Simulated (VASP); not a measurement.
Input of a VASP 6.6.1 run:

Contents of run.py:

```python
from ase.calculators.vasp import Vasp
from ase.dft.bandgap import bandgap
from ase.io import read

atoms = read('Cu.xyz')
calc = Vasp(
    directory='calc',
    xc='pbesol',
    pp='PBE',
    setups='minimal',
    prec='Accurate',
    encut=500,
    ediff=1e-06,
    ismear=0,
    sigma=0.1,
    lreal=False,
    lasph=True,
    nelm=100,
    algo='Normal',
    isif=2,
    lwave=False,
    lcharg=False,
    kpts=[13, 13, 13],
    gamma=True,
)
atoms.calc = calc

print('energy (eV):', atoms.get_potential_energy())
print('free energy (eV):', atoms.get_potential_energy(force_consistent=True))
print('forces (eV/A):')
print(atoms.get_forces())
print('stress (eV/A^3, Voigt):', atoms.get_stress())
print('Fermi level (eV):', calc.get_fermi_level())
gap, top, bottom = bandgap(calc)
print('band gap (eV):', gap, 'from (spin, k, band)', top, 'to', bottom)
```

The input Cu.xyz:

```xyz
1
Lattice="0.0000000000 1.8075000000 1.8075000000 1.8075000000 0.0000000000 1.8075000000 1.8075000000 1.8075000000 0.0000000000" Properties=species:S:1:pos:R:3 pbc="T T T"
Cu     0.0000000000      0.0000000000      0.0000000000
```

Potentials or basis: VASP PAW PBE potentials, release 64 (Cu).

Run with:

```sh
$ python run.py
```

Question: Estimate the band gap on the k mesh.

Answer: None (metal or under the smearing width).

Question: What does it give for the pressure?

Answer: -6.0 GPa.

Caveat: the PAW data sets were made with another functional, which shifts forces and pressure a little.
